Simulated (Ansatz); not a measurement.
Crystal: BaTiO3.

```
Ba Ti O
1.0
    -3.99980    0.00000    0.00000
     0.00000    0.00000   -4.01800
     0.00000   -7.99960    0.00000
Ba Ti O
2 2 6
Cartesian
  -0.0058 -4.0605 -0.0926
  -3.9940 -7.9389 -3.9254
  -1.9212 -1.8863 -2.2629
  -2.0786 -6.1133 -1.8998
  -1.9751 -2.0651 -3.8813
  -2.0247 -5.9345 -0.0081
  -2.0303 -4.0593 -2.0063
  -1.9695 -7.9401 -1.8911
  -0.0609 -2.1690 -1.9624
  -3.9389 -5.8306 -1.9350
```

Base run:

| Quantity | Value |
| --- | --- |
| Program | Ansatz 0.2.0 |
| Functional | PBE |
| Potentials or basis | Ansatz PAW |
| Cutoff | 600 eV |
| Density cutoff | 2400 eV |
| k mesh | 7 × 7 × 4 |
| Occupations | fermi-dirac, width 0.05 eV |
| Spin | no spin polarisation |

Its results: band gap on the k mesh 1.39 eV, indirect (least direct gap 1.55 eV); pressure 10.0 GPa; largest force 6.715 eV/Å.

Q: The run is repeated on the same cell with these changes: functional from PBE to r2SCAN; cutoff from 600 eV to 500 eV (not typed: the program's choice for these potentials); hubbard terms from none to Ti d U = 5 eV; hubbard projectors from none to ortho-atomic (the default). What comes out?

A: Band gap on the k mesh 2.28 eV, indirect (least direct gap 2.45 eV); pressure 9.1 GPa; largest force 7.465 eV/Å.

Several settings changed at once, so the effect can't be laid on one alone.

Caveats: spin-orbit coupling is left out, which moves the levels of the heavy elements; forces of over 1 eV/Å show positions far from the minimum, so gaps and moduli don't describe the material at rest; odd divisions of the mesh miss points on the zone boundary, where band edges often lie, so the gap on the mesh can be too wide (some runs); the k mesh misses the band edges, so the gap on the mesh is wider than the one along the path (some runs); the PAW data sets come from PBE, with cores solved anew for the run's functional, which leaves a small shift of forces and pressure (some runs).
